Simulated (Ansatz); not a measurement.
## BN: rigid cleavage

Method: DFT PBE, scalar-relativistic, plane waves, PAW in Ansatz 0.2.0. The runs took a 420 eV cutoff, a Γ-centred 10×10×2 mesh and Gaussian smearing (0.05 eV). No spin polarisation. Energies are free energies at this smearing, counted from the undisturbed cell; pressure is positive in compression.

The starting cell (relaxed at this level; this wurtzite form isn't the usual structure):

```yaml
crystal:
  lattice:
    - [-2.55458, 0.00000, 0.00000]
    - [-1.27729, -2.21233, 0.00000]
    - [0.00000, 0.00000, 12.67354]
  atoms:
    - { symbol: B, position: [0.66667, 0.66667, 0.22912] }
    - { symbol: B, position: [0.66667, 0.66667, 0.56245] }
    - { symbol: B, position: [0.66667, 0.66667, 0.89579] }
    - { symbol: B, position: [0.33333, 0.33333, 0.06245] }
    - { symbol: B, position: [0.33333, 0.33333, 0.39579] }
    - { symbol: B, position: [0.33333, 0.33333, 0.72912] }
    - { symbol: N, position: [0.66667, 0.66667, 0.10425] }
    - { symbol: N, position: [0.66667, 0.66667, 0.43758] }
    - { symbol: N, position: [0.66667, 0.66667, 0.77091] }
    - { symbol: N, position: [0.33333, 0.33333, 0.93758] }
    - { symbol: N, position: [0.33333, 0.33333, 0.27091] }
    - { symbol: N, position: [0.33333, 0.33333, 0.60425] }
```

The cut lies on the cell's a–b face, a (0 0 1) plane (indices in the standard cell, whose axes needn't be the Cartesian ones shown) of area 5.65 Å², between layers 1.58 Å apart. Vector c is lengthened by d along the normal with the atoms' Cartesian places fixed: one unrelaxed cut a cell.

```tsv
d (Å)	energy (J/m²)	traction dE/dd (GPa)	gap on the mesh (eV)
-0.30	4.53	-393.5	4.91
-0.15	0.85	-128.5	5.24
0.00	0.00	0.0	5.42
0.25	1.21	79.3	5.20
0.50	3.44	93.3	3.83
0.75	5.71	86.1	2.36
1.00	?	?	1.30
1.50	10.64	45.3	0.11
2.00	12.32	23.8	0.00
3.00	?	?	0.00
4.50	13.71	0.4	0.00
6.00	?	0.1	0.00
```

Where the gap reads zero the k-mesh, chosen for the insulator, is on the coarse side.

(1) Give the withheld values.

Answers

(1) energy (J/m²) at d (Å) = 1.00: 7.70; traction dE/dd (GPa) at d (Å) = 1.00: 72.9; energy (J/m²) at d (Å) = 3.00: 13.51; traction dE/dd (GPa) at d (Å) = 3.00: 4.1; energy (J/m²) at d (Å) = 6.00: 13.74.

Cost: 12 runs of about 2.9 core-minutes in all, on Intel Xeon Platinum 8259CL (Skylake/Cascade Lake) (shared hosts).